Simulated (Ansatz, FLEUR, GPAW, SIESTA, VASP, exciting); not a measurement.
# TiC: programs and potentials compared

```
Ti C
1.0
     0.00000    2.16572    2.16572
     2.16572    0.00000    2.16572
     2.16572    2.16572    0.00000
Ti C
1 1
Direct
  0.00000 0.00000 0.00000
  0.50000 0.50000 0.50000
```

The cell is a database's computed one, not the measured one.

Alike in all runs: task equation of state; functional PBEsol; k mesh 11 × 11 × 11; occupations fermi-dirac, width 0.05 eV; no spin polarisation; no spin-orbit coupling.

```json
{"program and potentials": "FLEUR, all-electron, FLAPW", "plane-wave cutoff (eV)": "-", "notes": "-", "equilibrium volume (Å³/atom)": "9.89", "bulk modulus (GPa)": "267.9"}
{"program and potentials": "Ansatz, all-electron LAPW, scalar-relativistic", "plane-wave cutoff (eV)": "-", "notes": "-", "equilibrium volume (Å³/atom)": "9.89", "bulk modulus (GPa)": "267.9"}
{"program and potentials": "SIESTA, files PseudoDojo sr-pbesol-0.4.1-standard, DZP (energy shift 0.003 Ry; two zetas on semicore shells)", "plane-wave cutoff (eV)": "-", "notes": "atomic basis", "equilibrium volume (Å³/atom)": "9.94", "bulk modulus (GPa)": "268.2"}
{"program and potentials": "VASP, PBE PAW files C, Ti_sv, 520 eV", "plane-wave cutoff (eV)": "520", "notes": "potentials made for PBE", "equilibrium volume (Å³/atom)": "9.91", "bulk modulus (GPa)": "265.6"}
{"program and potentials": "exciting, all-electron LAPW+lo, shipped species files, valence relativity iora*", "plane-wave cutoff (eV)": "-", "notes": "-", "equilibrium volume (Å³/atom)": "9.90", "bulk modulus (GPa)": "268.1"}
{"program and potentials": "GPAW, PAW data sets generated for this functional", "plane-wave cutoff (eV)": "800", "notes": "-", "equilibrium volume (Å³/atom)": "9.95", "bulk modulus (GPa)": "267.7"}
```

The equilibrium volume spans 9.89 (FLEUR, all-electron, FLAPW) to 9.95 Å³/atom (GPAW, PAW data sets generated for this functional), with all-electron results at 9.89 to 9.90. The bulk modulus spans 265.6 (VASP, PBE PAW files C, Ti_sv, 520 eV) to 268.2 GPa (SIESTA, files PseudoDojo sr-pbesol-0.4.1-standard, DZP (energy shift 0.003 Ry; two zetas on semicore shells)), with all-electron results at 267.9 to 268.1. Rows in atomic bases carry the error of their basis and grid, which can be large.

The functional is the same throughout but for its coding, so the spread measures potentials, basis and numerics; runs on potential files found faulty are left out.

The two unmarked all-electron codes, FLEUR and Ansatz, coincide at 9.89 Å³/atom and 267.9 GPa, giving a firm reference for the other rows. The remaining differences are not a simple shift along one common equation of state, on which a larger volume would mean a softer crystal. SIESTA combines an expanded cell with the highest bulk modulus, while VASP has the lowest modulus at a volume close to the reference. These small offsets probably reflect how each potential or basis describes the Ti semicore and inner valence region.

The high stiffness common to all rows comes from strong covalent Ti 3d–C 2p bonding, reinforced by ionic and metallic contributions. At this electron count the bonding states are essentially filled and the antibonding ones largely empty. All volumes lie somewhat below experiment and the moduli above it, which suggests slight overbinding by PBEsol, together with the missing thermal and zero-point expansion and the carbon vacancies of real samples. Agreement in bulk modulus does not establish equal agreement for shear constants or hardness.
